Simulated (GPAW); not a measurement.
# How the form of the self-energy moves the gap of BN (P6_3/mmc)

Aim: compare treatments of exchange, screening and correlation for the gap of BN (P6_3/mmc).

Program: GPAW 26.7.0. Level of theory: PBE and many-body steps on it, plane waves. Results are calculated unless marked as measured.

The database entry behind the starting cell differs from later determinations by our own check (about 0.3 % short, minor phase), so it need not match the best structure at ambient conditions.

### 1. Starting point

The structure is hexagonal, space group P6_3/mmc (No. 194). Conventional cell: a = 2.498 Å, b = 2.498 Å, c = 6.636 Å, α = 90.00°, β = 90.00°, γ = 120.00°. Nearest to B lie 3 N at 1.44 Å. Nearest to N lie 3 B at 1.44 Å. Farther neighbours and most contacts between anions are not listed.

Coordinates:

```xyz
4
Lattice="2.4982 0.0000 0.0000 -1.2491 2.1635 0.0000 0.0000 0.0000 6.6357" Properties=species:S:1:pos:R:3 pbc="T T T"
B     0.0000    1.4424    1.6589
B     1.2491    0.7212    4.9768
N     0.0000    1.4424    4.9768
N     1.2491    0.7212    1.6589
```

The cell and positions come from the Crystallography Open Database and are kept as given unless a step says otherwise.

### 2. Empty states on the mesh, 6×6×4 mesh, 433 bands

This step: GPAW 26.7.0; DFT, PBE, plane waves, PAW.

The sums over transitions need many empty states on a uniform mesh; this step solves for them.

Contents of run.py:

```python
import json
import numpy as np
from gpaw.mpi import world
from gpaw import GPAW

calc = GPAW('gs.gpw').fixed_density(kpts={'size': (6, 6, 4), 'gamma': True},
    parallel={'domain': 1, 'band': 1},
    txt='nscf.txt')
calc.diagonalize_full_hamiltonian(nbands=433)
calc.write('full.gpw', mode='all')
res = {}
kpts = calc.get_ibz_k_points()
res['kpts'] = kpts
res['eigenvalues'] = [calc.get_eigenvalues(kpt=k) for k in range(len(kpts))]
res['n_electrons'] = calc.get_number_of_electrons()

if world.rank == 0:
    with open('result.json', 'w') as f:
        json.dump(res, f, default=lambda x: x.tolist())
```

Command:

```
$ mpirun -n 8 gpaw python run.py
```

Numbers of over 12 decimals in the logs are rounded to 6 here.

Output:

```text
Diagonalizing LCAO Hamiltonian
Converting LCAO to pw mode
convergence criteria:
- Maximum integral of absolute [eigenst]ate change: 4e-08 eV^2 / valence electron
maximum number of iterations: 100

SCF iterations
|iter     |     time |      energy | eigst |  dens |
|iter:   1|  |             | +1.30 |       |
|iter:   2|  |             | -0.12 |       |
|iter:   3|  |             | -1.07 |       |
[...]
|iter:   8|  |             | -4.52 |       |
|iter:   9|  |             | -6.78 |       |
|iter:  10|  |             | -7.74c|       |
SCF steps: 10
  __  _  _
 | _ |_)|_||  |
 |__||  | ||/\| - 26.7.0

Input parameters:
  mode=PW(ecut=600.0),
  convergence={'density': 1e-06, 'bands': -3},
  gpts=array([15, 15, 40]),
  kpts=MonkhorstPack(size=(6, 6, 4), gamma=True),
  maxiter=100,
  nbands=16,
  occupations=Occupations(name='fermi-dirac', width=0.001, fixmagmom=False),
  parallel={'domain': 1, 'band': 1},
  xc=XC(name='PBE')
Matrix size: 1167x1167
# Writing to full.gpw (mode='all')
  [... matrices ...]

timing:  # [seconds]
  Total: 3.286  # ━━━━━━━━━━━━━━━━━━━━━━━━━━━━━━━━━━━━━━━━━━━━━━━━━━━━━━━━━━━
```

Run time: 6.5 s. Hardware: 8 MPI ranks of Intel Xeon 6975P-C (Granite Rapids), shared host; peak memory 2.4 GiB; 50 s of CPU time.

Numbers from this step:

| Quantity | Value |
| --- | --- |
| gap | 4.281 eV |
| k of the valence top | 0.3333, 0.3333, 0.5 |
| k of the conduction bottom | 0.5, 0.5, 0 |
| least direct gap | 4.654 eV |
| k points computed | 24 |
| lowest point of the top converged band, above the valence top | 284.8314 eV |

On this mesh the gap is 4.281 eV.

### 3. G0W0, Godby-Needs plasmon pole

Now the one-shot GW correction: screening in the RPA, then the self-energy of the levels asked for.

This step: G0W0 on PBE, plane waves, PAW.

Contents of run.py:

```python
import json
import numpy as np
from gpaw.mpi import world
from gpaw.response.g0w0 import G0W0

gw = G0W0('full.gpw',
    filename='gw',
    kpts=[0, 16, 21],
    bands=(6, 10),
    ecut=180,
    nbands=196,
    integrate_gamma='WS',
    ppa=True)
gw.calculate()
res = {mode: {k: v for k, v in r.items() if k != 'sigma_eskwn'}
       for mode, r in gw.all_results.items()}

if world.rank == 0:
    with open('result.json', 'w') as f:
        json.dump(res, f, default=lambda x: x.tolist())
```

Command:

```
$ mpirun -n 8 gpaw python run.py
```

Output:

```text
Using integrator: PointIntegrator
FrequencyGridDescriptor(from 0.000+0.000j to 0.000+27.211j eV, 2 points)
Nonperiodic BCs:  [False False False]
Using integrator: PointIntegrator
FrequencyGridDescriptor(from 0.000+0.000j to 0.000+27.211j eV, 2 points)
Nonperiodic BCs:  [False False False]
  ___  _ _ _
 |   || | | |
 | | || | | |
 |__ ||_____|
 |___|

BZ k-points: Symmetries present (total): 12

  [... matrices ...]
144 k-points: 6 x 6 x 4 Monkhorst-Pack grid + [1/12,1/12,1/8]
24 k-points in the irreducible part of the Brillouin zone
       k-points in crystal coordinates                weights
   0:     0.00000000    0.00000000    0.00000000          1/144
   1:     0.00000000    0.00000000    0.25000000          2/144
   2:     0.00000000    0.00000000    0.50000000          1/144
   3:     0.16666667    0.00000000   -0.25000000          6/144
   4:     0.16666667    0.00000000    0.00000000          6/144
   5:     0.16666667    0.00000000    0.25000000          6/144
   6:     0.16666667    0.00000000    0.50000000          6/144
   7:     0.33333333   -0.16666667    0.00000000          6/144
   8:     0.33333333   -0.16666667    0.25000000         12/144
   9:     0.33333333   -0.16666667    0.50000000          6/144
          ...
  23:     0.50000000    0.50000000    0.50000000          3/144

Distributing spins, k-points and bands (1 x 3 x 4) over 8 processes
Number of blocks: 1

Quasi particle states:
k-points (IBZ indices): [0, 16, 21]
Band range: (6, 10)
  [... matrices ...]
Computational parameters:
Plane wave cut-off: 180 eV
Number of bands: 196
Coulomb cutoff: None
Broadening: 0.1 eV

fxc modes: GW
Kernel: RPA
Using Godby-Needs plasmon-pole approximation:
  Fitting energy: i*E0, E0 = 1.000 Hartree
Summing all q:

Calculating screened Coulomb potential
No Coulomb truncation
FrequencyGridDescriptor(from 0.000+0.000j to 0.000+27.211j eV, 2 points)
Removing empty qpoint cache files...

Calculating chi0 body with:
    Ground state adapter containing:
    Number of spins: 1
    Number of kpoints: 144
    Number of irreducible kpoints: 24
    Number of completely occupied states: 8
    Number of partially occupied states: 8
    Occupied states memory: 1.0986328125 M / cpu

    Linear response parametrization:
    q_c: [1.3877787807814457e-17, 1.3877787807814457e-17, 0.0]
    Number of frequency points: 2
    Planewave cutoff: 180.0
    Number of bands: 196
    Number of planewaves: 189
    Broadening (eta): 1e-06
    comm.size: 8
    kncomm.size: 8
    blockcomm.size: 1

    Memory estimate of potentially large arrays:
        chi0_wGG: 1.090118 M / cpu
Integrating chi0 body.

Symmetries of q_c:
    Direct symmetries (Uq -> q): 12
    Indirect symmetries (TUq -> q): 0
In total 12 allowed symmetries.

  [... matrices ...]
24 groups of equivalent kpoints. 83.333333% reduction.

Integral kind: response function
Integrating chi0 head and wings.

Symmetries of q_c:
    Direct symmetries (Uq -> q): 12
    Indirect symmetries (TUq -> q): 0
In total 12 allowed symmetries.

  [... matrices ...]
24 groups of equivalent kpoints. 83.333333% reduction.

Integral kind: response function wings

Calculating chi0 body with:
    Ground state adapter containing:
    Number of spins: 1
    Number of kpoints: 144
    Number of irreducible kpoints: 24
    Number of completely occupied states: 8
    Number of partially occupied states: 8
[... the further q-points ...]

Results:
f:      Occupation numbers
eps:     KS-eigenvalues [eV]
vxc:     KS vxc [eV]
exx:     Exact exchange [eV]
sigma:   Self-energies [eV]
dsigma:  Self-energy derivatives
Z:       Renormalization factors
qp:      QP-energies [eV]

k-point 0 (0): (0.000, 0.000, 0.000)                GW
band       f     eps     vxc     exx   sigma  dsigma       Z      qp
                                                                   GW
   6   1.000   2.803 -19.229 -23.640   2.953  -0.233   0.811   1.620
   7   1.000   2.803 -19.229 -23.640   2.953  -0.233   0.811   1.620
   8   0.000   9.341  -9.160  -4.971  -3.918  -0.172   0.853   9.572
   9   0.000  14.441 -14.371  -7.785  -5.200  -0.175   0.851  15.621

k-point 1 (16): (0.333, 0.333, 0.500)                GW
band       f     eps     vxc     exx   sigma  dsigma       Z      qp
                                                                   GW
   6   1.000   4.082 -17.193 -20.569   2.185  -0.243   0.805   3.123
   7   1.000   4.082 -17.193 -20.569   2.185  -0.243   0.805   3.123
[...]
k-point 2 (21): (0.500, 0.500, 0.000)                GW
band       f     eps     vxc     exx   sigma  dsigma       Z      qp
                                                                   GW
[...]
7   1.000   3.645 -16.958 -20.567   2.347  -0.246   0.803   2.632
   8   0.000   8.363 -10.798  -5.817  -4.163  -0.191   0.840   9.050
   9   0.000   9.741 -13.171  -7.602  -4.378  -0.212   0.825  10.725
```

Run time: 97 s. Hardware: 8 MPI ranks; peak memory 2.5 GiB; 13 min of CPU time.

Numbers from this step:

| Quantity | Value |
| --- | --- |
| G0W0 gap on the points computed | 5.927 eV |
| least direct G0W0 gap on the computed points | 6.418 eV |
| Z at the valence top | 0.8047 |
| Z at the conduction bottom | 0.8396 |
| starting gap on the mesh | 4.281 eV |
| k of the valence top | 0.3333, 0.3333, 0.5 |
| k of the conduction bottom | 0.5, 0.5, 0 |

The gap on the mesh goes from 4.28 eV to 5.93 eV, a correction of +1.65 eV.

### 4. One-shot HSE06

This step: one-shot HSE06 levels on PBE orbitals, plane waves, PAW.

Contents of run.py:

```python
import json
import numpy as np
from gpaw.mpi import world
from gpaw.hybrids.eigenvalues import non_self_consistent_eigenvalues

dft, vxc, vxc_hyb = non_self_consistent_eigenvalues('full.gpw', 'HSE06', 6, 10, kpt_indices=[0, 16, 21])
res = {'dft': dft[0], 'hybrid': (dft - vxc + vxc_hyb)[0]}
if world.rank == 0:
    with open('hybrid.txt', 'w') as f:
        for k, e0, e1 in zip([0, 16, 21], res['dft'], res['hybrid']):
            print(k, ' '.join(f'{x:9.4f}' for x in e0), '|', ' '.join(f'{x:9.4f}' for x in e1), file=f)

if world.rank == 0:
    with open('result.json', 'w') as f:
        json.dump(res, f, default=lambda x: x.tolist())
```

Command:

```
$ mpirun -n 8 gpaw python run.py
```

Output:

```text
IBZ(<points: 24, symmetries: 12>)
Occupied bands: 8
Transforming wave functions from IBZ to BZ: 0.015 seconds
Distributing wave functions and iFFT-ing to real space: 0.071 seconds
Calculating eigenvalues:
  k-points: 3
  Bands: 6-9 (inclusive)
  Seconds: 0.327 (wave-function broadcasting: 0.008 seconds)
HSE06-eigenvalue shifts:
  min: -1.059 eV
  ave: -0.169 eV
  max: 0.824 eV
```

Run time: 3.2 s. Hardware: 8 MPI ranks; peak memory 1.4 GiB.

Numbers from this step:

```
starting gap on the mesh                       : 4.281 eV
hybrid gap on the mesh                         : 5.609 eV
least direct hybrid gap on the computed points : 6.089 eV
```

(Part 1 of 2 ends here.)

[Paths, hosts, dates, memory and timing lines, banners, echoed tables and standing remarks are left out of the program output.]

[Logs are printed without paths, hosts, clocks, repeated set-up lines and the standing remarks that a program may print on its own settings, such as how far it seeks lower states.]

[Runs of the session that timed out or met a known fault of the program may be left out.]

[Hosts, paths, dates, database ids (printed as entryN), source tags and the programs' standing remarks are cut or masked in the printed files.]
